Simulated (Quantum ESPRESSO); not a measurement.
PbS (Galena) in Quantum ESPRESSO: the effect of functional

PbS (Galena):

```
Pb S
1.0
     0.00000    2.96575    2.96575
     2.96575    0.00000    2.96575
     2.96575    2.96575    0.00000
Pb S
1 1
Direct
  0.00000 0.00000 0.00000
  0.50000 0.50000 0.50000
```

Alike in all runs:

| Quantity | Value |
| --- | --- |
| Program | Quantum ESPRESSO 7.5 |
| Task | dielectric tensor |
| Cutoff | 762 eV |
| Density cutoff | 3048 eV |
| k mesh | 8 × 8 × 8, shifted |
| Occupations | fermi-dirac, width 0.05 eV |
| Spin | no spin polarisation |

| functional | potentials or basis | pressure (GPa) | dielectric constant (mean) |
| --- | --- | --- | --- |
| LDA | PseudoDojo 0.4.1 SR LDA standard | -2.6 | 18.09 |
| PBEsol | PseudoDojo 0.4.1 SR PBEsol standard | ? | ? |
| WC | PseudoDojo 0.4.1 SR PBE standard | -0.7 | 17.75 |
| BLYP | PseudoDojo 0.4.1 SR PBE standard | 6.1 | 15.72 |
| AM05 | PseudoDojo 0.4.1 SR PBE standard | -0.2 | 17.14 |

Question: What does the run with functional PBEsol give?

Answer: Pressure -0.8 GPa; dielectric constant 17.50 mean.

Caveats: the potentials were made for another functional, which shifts forces and pressure (some runs); the cell is more than 3 GPa from zero pressure, which shifts response properties (some runs).

Runs at the PBE level aren't shown here.
